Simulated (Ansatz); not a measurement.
## Varying the input for Mg

All trials start from this Ansatz input:

```yaml
crystal:
  lattice:
    - [3.0502998005, 0.0, 0.0]
    - [-1.5251499003, 2.6416371164, 0.0]
    - [0.0, 0.0, 3.04483757]
  atoms:
    - { symbol: Mg, position: [0.0, 0.0, 0.0] }
basis:
  ecutwfc: 420
kpoints:
  mp_grid: { grid: [9, 9, 8] }
hamiltonian:
  xc: pbe
scf:
  occupations: { method: gaussian, width: 0.1 }
output:
  forces: true
  stress: true
  eigenvalues: true
```

Command:

```bash
ansatz run input.yaml --threads 1 --pin off --max-ram 1331MiB --backend cpu --events-out ev --progress --plain --runs-dir out
```

The run converges in 6 SCF iterations on 60 irreducible k-points: pressure 1.27 GPa, no gap.

These settings were drawn at random to show what each does; none of the numbers is a converged property of the crystal. Each trial's input is given as a difference from the reference's; energies are extrapolated to zero smearing where there is one, and pressure is positive in compression.

Question: Trial 1 (volume scaled):

```diff
 crystal:
   lattice:
-    - [3.0502998005, 0.0, 0.0]
-    - [-1.5251499003, 2.6416371164, 0.0]
-    - [0.0, 0.0, 3.04483757]
+    - [2.9063498798, 0.0, 0.0]
+    - [-1.4531749399, 2.5169728282, 0.0]
+    - [0.0, 0.0, 2.9011454232]
 basis:
-  ecutwfc: 420
+  ecutwfc: "45 Ry"
 kpoints:
-  mp_grid: { grid: [9, 9, 8] }
+  mp_grid: { grid: [3, 3, 2] }
 scf:
+  lower_state_search: "off"
+  convergence: { dr2_threshold: "1e-2 eV" }
+magnetization:
+  spin_polarized: true
+  initial_magnetization: 0.0
+  spin_locking: { lock_magnetization: hard }
```

What does the program give?

Answer: The run converges in 4 SCF iterations on 6 irreducible k-points: energy 802 meV per atom above the reference, pressure 13.75 GPa, no gap, cell moment 0.00 μB. It warns that the SCF threshold is loose for the forces; that no starting moments were given; that the state wasn't tested for a lower one; that the SCF threshold is loose for the stress.

Question: Trial 2 (the one atom moved, which only shifts the crystal as a whole):

```diff
 crystal:
   atoms:
-    - { symbol: Mg, position: [0.0, 0.0, 0.0] }
+    - { symbol: Mg, position: [0.108, 0.905, 0.577] }
 basis:
-  ecutwfc: 420
+  ecutwfc: "18 Ry"
+  ecutrho_ratio: 10
 kpoints:
-  mp_grid: { grid: [9, 9, 8] }
+  mp_grid: { grid: [2, 6, 5], shift: [0, 0, 0.5] }
+  band_path: { path: [VBM, CBM], npoints: 5 }
 hamiltonian:
-  xc: pbe
+  xc: blyp
 scf:
+  self_checks: high
```

What happens?

Answer: The run converges in 6 SCF iterations on 18 irreducible k-points: pressure 2.71 GPa (unreliable at so low a cutoff), no gap. It warns that the cutoff lies under the recommended one, 420 eV for these potentials; that the mesh lowers the symmetry.

Question: Trial 3:

```diff
 basis:
-  ecutwfc: 420
+  ecutwfc: 400
 hamiltonian:
-  xc: pbe
+  xc: lda
 scf:
+  lower_state_search: "off"
```

How does this run end?

Answer: The run converges in 6 SCF iterations on 60 irreducible k-points: pressure -0.54 GPa, no gap. It warns that the cutoff lies under the recommended one, 420 eV for these potentials.

Question: Trial 4 (the one atom moved, which only shifts the crystal as a whole):

```diff
 crystal:
   atoms:
-    - { symbol: Mg, position: [0.0, 0.0, 0.0] }
+    - { symbol: Mg, position: [0.776, 0.486, 0.217] }
 basis:
-  ecutwfc: 420
+  ecutwfc: "31 Ry"
 kpoints:
-  mp_grid: { grid: [9, 9, 8] }
+  mp_grid: { grid: [3, 5, 2] }
 hamiltonian:
-  xc: pbe
+  xc: blyp
 scf:
-  occupations: { method: gaussian, width: 0.1 }
+  occupations: { method: methfessel_paxton }
+  lower_state_search: "off"
+  n_extra_bands: 2
+  eigensolver: { kind: davidson, full_accuracy: true }
+  max_iter: 64
```

What happens?

Answer: The run converges in 5 SCF iterations on 16 irreducible k-points: pressure 3.96 GPa, no gap. It warns that the mesh lowers the symmetry.

Question: Trial 5 (the one atom moved, which only shifts the crystal as a whole):

```diff
 crystal:
   atoms:
-    - { symbol: Mg, position: [0.0, 0.0, 0.0] }
+    - { symbol: Mg, position: [-0.0326658792, 0.0106758707, -0.0011607986] }
 kpoints:
-  mp_grid: { grid: [9, 9, 8] }
+  mp_grid: { kspacing: 0.92 }
 scf:
-  occupations: { method: gaussian, width: 0.1 }
+  occupations: { method: methfessel_paxton, width: "0.005 Ry" }
+  mixing: { beta: 0.46, q_tf: 1.9 }
+  max_iter: 81
```

What does the program give?

Answer: The run converges in 5 SCF iterations on 6 irreducible k-points: energy 30.6 meV per atom below the reference, pressure -0.16 GPa, no gap.

Question: Trial 6 (strained):

```diff
 crystal:
   lattice:
-    - [3.0502998005, 0.0, 0.0]
-    - [-1.5251499003, 2.6416371164, 0.0]
-    - [0.0, 0.0, 3.04483757]
+    - [3.0121815674, 0.0004783627, 0.016702887]
+    - [-1.5056765095, 2.6888054909, 0.0149026163]
+    - [0.0166729768, 0.0268033918, 3.0515619293]
 basis:
-  ecutwfc: 420
+  ecutwfc: 200
 kpoints:
-  mp_grid: { grid: [9, 9, 8] }
+  mp_grid: { grid: [6, 6, 6] }
 hamiltonian:
-  xc: pbe
+  xc: rpbe
+  dispersion: d3bj
 scf:
+  mixing: { beta: 0.76 }
+  max_iter: 50
```

What does the program give?

Answer: The run converges in 6 SCF iterations on 112 irreducible k-points: pressure -8.93 GPa (unreliable at so low a cutoff), no gap. It warns that the cutoff lies under the recommended one, 420 eV for these potentials.

Question: Trial 7:

```diff
 basis:
-  ecutwfc: 420
+  ecutwfc: 250
 kpoints:
-  mp_grid: { grid: [9, 9, 8] }
+  mp_grid: { grid: [3, 3, 2] }
 scf:
-  occupations: { method: gaussian, width: 0.1 }
+  occupations: { method: gaussian, width: 0.036 }
+  n_extra_bands: 3
```

What happens?

Answer: The run converges in 6 SCF iterations on 6 irreducible k-points: energy 813 meV per atom above the reference, pressure 5.73 GPa (unreliable at so low a cutoff), no gap. It warns that the cutoff lies under the recommended one, 420 eV for these potentials.

Question: Trial 8 (the one atom moved, which only shifts the crystal as a whole):

```diff
 crystal:
   atoms:
-    - { symbol: Mg, position: [0.0, 0.0, 0.0] }
+    - { symbol: Mg, position: [0.0, 0.0, 0.0164212372] }
 scf:
-  occupations: { method: gaussian, width: 0.1 }
+  occupations: { method: gaussian, width: 0.045 }
```

What does the program give?

Answer: The run converges in 6 SCF iterations on 60 irreducible k-points: energy 0.50 meV per atom above the reference, pressure 1.28 GPa, no gap.